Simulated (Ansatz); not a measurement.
The calculation used Ansatz, DFT PBE, scalar-relativistic, plane waves, PAW. Settings: cutoff 420 eV, Γ-centred meshes spaced at most about 0.3 Å⁻¹, and about 0.25 Å⁻¹ or finer for metals (2π included), Gaussian smearing. No spin polarisation.

Temperature and zero-point effects are left out.

Two forms of In3GaAs4 were relaxed alike.

A.

```yaml
crystal:
  lattice:
    - [-3.03856, 3.03856, 6.06899]
    - [3.03856, -3.03856, 6.06899]
    - [3.03856, 3.03856, -6.06899]
  atoms:
    - { symbol: In, position: [0.50000, 0.50000, 0.00000] }
    - { symbol: In, position: [0.25000, 0.75000, 0.50000] }
    - { symbol: In, position: [0.75000, 0.25000, 0.50000] }
    - { symbol: Ga, position: [0.00000, 0.00000, 0.00000] }
    - { symbol: As, position: [0.11742, 0.11742, 0.47496] }
    - { symbol: As, position: [0.64247, 0.64247, 0.52504] }
    - { symbol: As, position: [0.35753, 0.88258, 0.00000] }
    - { symbol: As, position: [0.88258, 0.35753, 0.00000] }
```

B.

```yaml
crystal:
  lattice:
    - [6.07716, 0.00000, 0.00000]
    - [0.00000, 6.07716, 0.00000]
    - [0.00000, 0.00000, 6.07716]
  atoms:
    - { symbol: In, position: [0.50000, 0.00000, 0.50000] }
    - { symbol: In, position: [0.00000, 0.50000, 0.50000] }
    - { symbol: In, position: [0.50000, 0.50000, 0.00000] }
    - { symbol: Ga, position: [0.00000, 0.00000, 0.00000] }
    - { symbol: As, position: [0.76012, 0.76012, 0.23988] }
    - { symbol: As, position: [0.76012, 0.23988, 0.76012] }
    - { symbol: As, position: [0.23988, 0.76012, 0.76012] }
    - { symbol: As, position: [0.23988, 0.23988, 0.23988] }
```

**Question.** Which arrangement of the elements on these sites is preferred, and by what margin?

**Answer.** They are level within the accuracy (6 meV/atom apart, with A the lower in these runs). The two share one framework of sites and differ in which element sits where. A has In and Ga ordered on zinc blende sites, space group I-42m (No. 121), 28.0 Å³/atom and no gap on its mesh; B has In and Ga ordered on zinc blende sites, space group P-43m (No. 215), 28.1 Å³/atom and no gap. Counting As atoms around Ga and In (those within 1.25 times the shortest such distance or 1.15 times the sum of covalent radii, 1.27 where that leaves under three), A and B both have In 4, Ga 4. In A, In on a site of symmetry -42m has 4 As at 2.69 Å; Ga has 4 As at 2.51 Å; As is surrounded by 1 Ga at 2.51 Å and 3 In at 2.67–2.69 Å; 1 more site not described. In B, around In lie 4 As at 2.67 Å; around Ga lie 4 As at 2.52 Å; around As lie 1 Ga at 2.52 Å and 3 In at 2.67 Å. Both come from invented guesses. Shaken at random and relaxed again, B came back. Checks on B: no imaginary mode at Γ (other wave vectors untested).

For metals, differences of a few meV/atom aren't resolved. The zero gap of I-42m, P-43m may come from the functional, which often closes small gaps. Cells without such a test can be saddle points.
